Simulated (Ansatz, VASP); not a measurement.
# Cross-check of B107P108H3 (V_B-H3) between VASP and Ansatz

Wanted: the spread between two codes on one cell, functional and k mesh. The cell is taken from a series of runs on this material, whose earlier steps may have relaxed, scaled, displaced or heated it; both programs get it as it stands.

Main program and level: Ansatz 0.2.0; plane waves, with VASP 6.6.1 beside it; LDA.

**1. Set-up**

The cell holds 218 atoms: 107 B, 108 P and 3 H. Cell: a = 13.471 Å, b = 13.471 Å, c = 13.471 Å, α = 90.0°, β = 90.0°, γ = 90.0°. It derives from BP (BP (F-43m)). Nearest the centre at fractional (0.500, 0.500, 0.667): H217 at 0.88 Å, H216 at 0.88 Å, H218 at 0.88 Å, P166 at 2.00 Å, P160 at 2.14 Å, P165 at 2.14 Å, P163 at 2.14 Å, B92 at 3.19 Å.

**2. Ansatz: single point, LDA**

Ansatz runs on its default PAW (the set named soft_2) files.

A single point takes one fixed geometry, so differences don't come from the geometry; what else differs is listed under the comparison.

input.yaml

```yaml
crystal:
  checkpoint: "../q0.relax_smeared.run"
  host: checkpoint
basis:
  ecutwfc: 420
  xc_grid: 2
hamiltonian:
  xc: lda
kpoints:
  mp_grid: { grid: [1, 1, 1] }
scf:
  occupations: { method: fermi_dirac, width: 0.01 }
  max_iter: 80
output:
  forces: true
  eigenvalues: true
  charged_corrections:
    epsilon: 9.3
    static_epsilon: 9.45
    defect_position: [0.5, 0.5, 0.666667]
  eigenstates: { localisation: true }
  populations: true
  band_densities: [{ bands: [v1, v1] }, { bands: [c1, c1] }]
  write_density: true
  write_potential: true
  volumetric_format: npy
checkpoint:
  write: "../q0.point.run"
  compress: false
  write_wavefunctions: false
  write_every: 100000
```

Command:

```
$ ansatz run input.yaml --threads 4 --pin off --max-ram 14131MiB --backend cpu --events-out ev --progress --plain --runs-dir out
```

Numbers of over 12 decimals in the logs are rounded to 6 here.

The log of the run:

```text
crystal.checkpoint: the structure is that of <dir>, a `relax` run, at its step 8: its result, under lda at a charge of 0 e; 218 atoms read, 0 with a starting moment; no density is read with it (checkpoint.read); crystal.structure_sha256 for this input is
Engine: ansatz 0.2.0, aarch64-unknown-linux-gnu
Pseudopotentials: kind: paw
Pseudopotential: B, paw, valence charge 3, recommended cutoff 420 eV (normal), B.paw.azcp
Pseudopotential: P, paw, valence charge 5, recommended cutoff 420 eV (normal), P.paw.azcp
Pseudopotential: H, paw, valence charge 1, recommended cutoff 420 eV (normal), H.paw.azcp
Functional definition: SPW92
  exchange = slater_x
  correlation = pw_c
Crystal: 218 atoms, lattice volume = 2444.523 Å³
Basis set: ecut = 420 eV, 47833 PW (Γ), exchange–correlation on 192×192×192 points (8 copies of the dense FFT grid, shifted against one another)
Bands: 650, of which v1, the nominal top of the filled ones, is band 432 counted from 1 (431 counted from 0)
Symmetry: 1 space group operations
Space group: P1 (ITA 1), of the structure as read, at distance tolerance 1.3e-4 Å
k-points: 1
Non-local potential: B, projectors of the file, l = 0: 2, l = 1: 2, l = 2: 1
Non-local potential: P, projectors of the file, l = 0: 2, l = 1: 2, l = 2: 2
Non-local potential: H, projectors of the file, l = 0: 2, l = 1: 1
PAW form: soft (Blöchl's): semilocal exchange-correlation on the pseudo side does not see the compensation charge
PAW frozen core: B, regenerated for the run's functional, and the local potential with it (the file was generated under x = pbe(κ = 0.804, μ = 0.219515), c = pbe(β = 0.066725))
PAW frozen core: P, regenerated for the run's functional, and the local potential with it (the file was generated under x = pbe(κ = 0.804, μ = 0.219515), c = pbe(β = 0.066725))
PAW one-centre angular grid: B, 110 points (default); XC on 64 Gauss nodes
PAW one-centre angular grid: P, 110 points (default); XC on 64 Gauss nodes
PAW one-centre angular grid: H, 110 points (default); XC on 64 Gauss nodes
Initial density: superposition of atomic densities (neutral atoms: chi_scale 0, normalization atom), corrected by the library's trained network
Initial wavefunctions: pseudopotential atomic-orbital guess
Functional: x = slater, c = lda
SCF iter   1: F=—  HF=-94568.515943 eV  |F-HF|=—  |Δ(HF+E_count)|=         —  Δρ=4.96e-3  dr2=4.99e-1  ethr=1.77e-3  ⟨swp⟩=7.0  Hψ=3266  notcnv=0  defer=49
preconditioner: auto → Resta (q_TF=auto, 2.294 Å⁻¹)  ε∞=5.1  [insulator: Δε(μ)=1.036 eV  Ē_g=10.846 eV  σ=0.010 eV  W_gap=1.00  n_scr=484 (ndim 8)  ℏωp=22.1 eV  f_vac=0.000  D(μ)=0.00/eV (n_scr^D=0)  ε∞_Penn≈5.1]
SCF iter   2: F=—  HF=-94568.401375 eV  |F-HF|=—  |Δ(HF+E_count)|=   1.15e-1  Δρ=2.50e-3  dr2=9.12e-2  ethr=5.78e-5  ⟨swp⟩=3.0  Hψ=1191  notcnv=0  defer=206
SCF iter   3: F=—  HF=-94568.380537 eV  |F-HF|=—  |Δ(HF+E_count)|=   2.08e-2  Δρ=5.28e-4  dr2=4.39e-3  ethr=1.06e-5  ⟨swp⟩=2.0  Hψ=611  notcnv=0  defer=206
SCF iter   4: F=—  HF=-94568.380173 eV  |F-HF|=—  |Δ(HF+E_count)|=   3.64e-4  Δρ=6.45e-5  dr2=1.00e-4  ethr=5.08e-7  ⟨swp⟩=2.0  Hψ=768  notcnv=0  defer=206
SCF iter   5: F=—  HF=-94568.380245 eV  |F-HF|=—  |Δ(HF+E_count)|=   7.18e-5  Δρ=1.56e-5  dr2=1.20e-5  ethr=1.16e-8  ⟨swp⟩=2.0  Hψ=876  notcnv=0  defer=206
SCF iter   6: F=—  HF=-94568.380229 eV  |F-HF|=—  |Δ(HF+E_count)|=   1.58e-5  Δρ=3.69e-6  dr2=7.52e-7  ethr=1.39e-9  ⟨swp⟩=2.0  Hψ=709  notcnv=0  defer=206
SCF iter   7: F=-94568.380229 eV  HF=-94568.380229 eV  |F-HF|=1.50e-8  |Δ(HF+E_count)|=   4.89e-8  Δρ=8.04e-7  dr2=2.32e-8  ethr=1.16e-11  ⟨swp⟩=19.0  Hψ=6018  notcnv=0
SCF 1 converged in 7 iterations: F = -94568.380229 eV  dr2 = 2.32e-8
  greatest PAW one-centre occupation: 0.777 electrons in one spin orbital (limit 2), on the P atom at site 117 (counted from 0), in its partial waves of l = 0
SCF converged after 7 iterations
Free energy (F): -94568.380229 eV
Harris-Foulkes:  -94568.380229 eV  (|F-HF|=1.50e-8)
Internal energy: -94568.380229 eV  (E = F + TS)
E sigma→0 (E₀):  -94568.380229 eV
Fermi energy:    10.128411 eV
--- Per-component energies (eV) ---
  E_band       = 2498.640752
  E_kinetic    = 13373.053971
  E_local      = -7394.952408  (includes V_loc(G=0)·N_el)
  E_nonlocal   = 5081.193004
  E_hartree    = 1812.231509
  E_xc         = -10256.336536
  E_vxc        = -10940.443495  (∫ρ·V_xc dr)
  E_paw        = -66109.180076  (= ΣΔE_a)
  E_vpaw       = -1244.671922  (= ΣTr[D̂ρ^β])
  E_aug_tail   = -0.003601  (compensation charges beyond the density's cutoff)
  E_ewald      = -31091.964322
  E_core_change = 17.578230  (= ΣΔE_core)
  E_smearing   = -0.000000  (= −TS)
  E_closure    = 0.000000  (closes the sum)
  Σ components = -94568.380229   (vs F -94568.380229, Δ=0.00e0)
--- Forces (eV/Å), atoms counted from 1 ---
  atom   1  B     -0.00011426     0.00042039    -0.00016815
  atom   2  B     -0.00017472    -0.00006779    -0.00000497
[...]
--- Löwdin populations: 218 sites ---
  site symbol       q [e]
     0      B      3.7082
     1      B      3.7082
     2      B      3.7083
     3      B      3.7086
     4      P      4.2296
     5      P      4.2291
     6      P      4.2287
     7      P      4.2284
     8      B      3.7083
     9      B      3.7087
    10      B      3.7090
    11      B      3.7090
    12      P      4.2245
    13      P      4.2284
    14      P      4.2275
    15      P      4.2233
    16      B      3.7154
    17      B      3.7082
    18      B      3.7092
    19      B      3.7156
    20      P      4.2291
    21      P      4.2299
    22      P      4.2295
    23      P      4.2306
[...]
210      B      3.7156
   211      P      4.2307
   212      P      4.2298
   213      P      4.2295
   214      P      4.2291
   215      H      0.9990
   216      H      0.9989
   217      H      0.9990
  spilling = 0.007841 (of n_electrons = 864.000000)
--- Band densities, each state counted as filled ---
  window                                       electrons  max residual (eV)  cut levels
  bands: [v1, v1]                               2.000000             3.4e-9           0
  bands: [c1, c1]                               2.000000             7.0e-5           0
```

The column dr2 measures how far the density is from self-consistency, as an energy; F and HF (Harris–Foulkes) agree once it is small.

**3. VASP: single point, LDA**

The same cell, functional (in two slightly different forms), mesh and smearing now go to VASP, with its own data sets.

Lines of VASP's logs that name or quote its potential files are left out, and so is its time.

INCAR

```
SYSTEM = B107P108H3
PREC = Accurate
ENCUT = 420
EDIFF = 1E-06
NELM = 120
ISMEAR = -1
SIGMA = 0.01
LREAL = Auto
ALGO = Normal
GGA = PW92
NBANDS = 584
LORBIT = 11
LWAVE = .FALSE.
LCHARG = .FALSE.
ISIF = 2
LASPH = .TRUE.
GGA_COMPAT = .FALSE.
EFERMI = MIDGAP
```

POSCAR

```
B107P108H3
1.0
   13.4709451245      0.0000000000      0.0000000000
    0.0000000000      0.0000000000    -13.4709451245
    0.0000000000     13.4709451245      0.0000000000
B P H
107 108 3
Direct
    0.9998773839      0.0001719569      0.0000189034
    0.9998775406      0.1667205875      0.1665695246
[... 21 atom lines left out ...]
    0.1663143050      0.5000111246      0.6667323046
[... 23 atom lines left out ...]
    0.4997884297      0.1666017142      0.6664815846
[... 3 atom lines left out ...]
    0.4997876909      0.5002591181      0.0001396628
[... 1 atom line left out ...]
    0.3324964885      0.5001511967      0.4991914182
    0.4995961259      0.3300995341      0.4965862632
    0.5000388160      0.5000152875      0.3330044837
    0.3298722679      0.3300861238      0.6662909662
    0.3298677170      0.5004547851      0.8366607145
    0.4999001654      0.3327085716      0.8340322083
[... 6 atom lines left out ...]
    0.4998940764      0.6675691290      0.4991708043
[... 1 atom line left out ...]
    0.3325049693      0.6675365823      0.6665825426
[... 1 atom line left out ...]
    0.4995885652      0.6701612341      0.8366586655
    0.5000369193      0.8337344306      0.6667253543
[... 17 atom lines left out ...]
    0.6699615486      0.5004599372      0.4965777453
[... 2 atom lines left out ...]
    0.6673495837      0.3327056844      0.6665774274
    0.6673535812      0.5001614150      0.8340445342
[... 1 atom line left out ...]
    0.8334583372      0.5002636689      0.6664786062
[... 8 atom lines left out ...]
    0.6699653796      0.6701682596      0.6662905240
[... 10 atom lines left out ...]
    0.2475629205      0.2477983897      0.5831918262
[... 10 atom lines left out ...]
    0.2493146255      0.4164644817      0.4159999060
    0.2499394106      0.5831087693      0.5836309001
[... 2 atom lines left out ...]
    0.2494949146      0.4167860533      0.7499572515
[... 11 atom lines left out ...]
    0.2493199670      0.7507393432      0.7502765697
[... 6 atom lines left out ...]
    0.4165000555      0.2478127631      0.4142644801
[... 1 atom line left out ...]
    0.5831178409      0.2498233737      0.5830970185
[... 1 atom line left out ...]
    0.4164079087      0.2498246292      0.7498116280
[... 1 atom line left out ...]
    0.5826116781      0.2495871161      0.9171541375
[... 4 atom lines left out ...]
    0.4091678026      0.4068674874      0.5758824870
    0.4169410996      0.5831119609      0.4166305528
    0.5832588844      0.4167915066      0.4161927921
    0.5931794263      0.5909141780      0.5758473773
    0.4164056291      0.4169296599      0.9169163186
    0.4091732015      0.5908596249      0.7598784837
    0.5858669855      0.4141899997      0.7525580105
    0.5831190683      0.5836456838      0.9169214979
[... 4 atom lines left out ...]
    0.4169378928      0.7501093817      0.5836258332
[... 1 atom line left out ...]
    0.5835826787      0.7507433382      0.4159982784
[... 3 atom lines left out ...]
    0.5832591312      0.7505462686      0.7499561683
[... 10 atom lines left out ...]
    0.7504609959      0.2495938420      0.7493103242
[... 6 atom lines left out ...]
    0.7502258879      0.4169381118      0.5831000711
[... 3 atom lines left out ...]
    0.7504704222      0.4174316485      0.9171555266
    0.7502254171      0.5836395486      0.7498062598
[... 14 atom lines left out ...]
    0.4804104256      0.4410315353      0.6471415530
    0.5588598952      0.5197349568      0.6470232483
    0.4804754599      0.5195732127      0.7258367124
```

KPOINTS

```
Automatic mesh
0
Gamma
1 1 1
0 0 0
```

PAW data sets: B, P and H (LDA family, release 64).

Command:

```
$ export OMP_NUM_THREADS=3
$ mpirun -np 1 vasp_gam
```

The log of the run:

```text
[banner, memory and clock lines left out]
running    1 mpi-ranks, on    1 nodes
[...]
Offloading initialized ...    1 GPUs detected
[...]
|                                                                             |
|               ----> ADVICE to this user running VASP <----                  |
|                                                                             |
|     You enforced a specific xc type in the INCAR file but a different       |
|     [... a line on the potential file left out ...]
|     I HOPE YOU KNOW WHAT YOU ARE DOING!                                     |
|                                                                             |

 LDA part: xc-table for (Slater(with rela. corr.)+PW92), standard interpolation
 POSCAR, INCAR and KPOINTS ok, starting setup
[...]
entering main loop
       N       E                     dE             d eps       ncg     rms          rms(c)
DAV:   1     0.485813262204E+04    0.48581E+04   -0.38380E+05  1168   0.119E+03
DAV:   2    -0.104501644397E+04   -0.59031E+04   -0.55230E+04  1568   0.258E+02
DAV:   3    -0.163604467469E+04   -0.59103E+03   -0.58213E+03  1416   0.767E+01
DAV:   4    -0.165132165875E+04   -0.15277E+02   -0.15151E+02  1424   0.141E+01
[...]
DAV:  12    -0.155308470899E+04   -0.15376E-04   -0.63534E-05  1448   0.977E-03    0.828E-02
DAV:  13    -0.155308471549E+04   -0.64991E-05   -0.45485E-05  1416   0.671E-03    0.230E-02
DAV:  14    -0.155308471535E+04    0.14552E-06   -0.43683E-06  1296   0.244E-03
   1 F= -.15530847E+04 E0= -.15530847E+04  d E =0.000000E+00
```

OUTCAR, selected parts (step 3):

```text
  FREE ENERGIE OF THE ION-ELECTRON SYSTEM (eV)
  ---------------------------------------------------
  free  energy   TOTEN  =     -1553.0847153485 eV

  energy  without entropy=    -1553.0847153485  energy(sigma->0) =    -1553.08471535
```

The run ends at a pressure of 0.55 GPa, with forces up to 0.029 eV/Å.

**4. Side by side**

Known differences besides the potentials themselves: the two LDA forms differ slightly; VASP's log shows a relativistic correction to its local exchange, Ansatz's none. Total energies have different zeros and are not compared.

Both answers:

```
              quantity  Ansatz   VASP  difference
gap on the k mesh (eV)   1.024  1.026      -0.002
```

The largest component of a force difference here is 14 meV/Å. A gap on the mesh is an upper bound, since the band edges may lie between its points.

**5. Results**

```
difference in gap on the k mesh (single point, LDA) : -0.0024 eV
```

**Reading.** The difference in gap on the k mesh is -0.0024 eV (single point, LDA), within the 0.08 eV picked in this series as the mark of a large difference. Such differences can come from data sets, numerical settings and the points named under the comparisons, not from the functional's error against experiment.

[Lines on the potential files, build, host, timing and source positions are cut from VASP's logs without a mark.]

[Logs are printed without paths, hosts, clocks, repeated set-up lines and the standing remarks that a program may print on its own settings, such as how far it seeks lower states.]

[Hosts, paths, dates, database ids (printed as entryN), source tags and the programs' standing remarks are cut or masked in the printed files.]
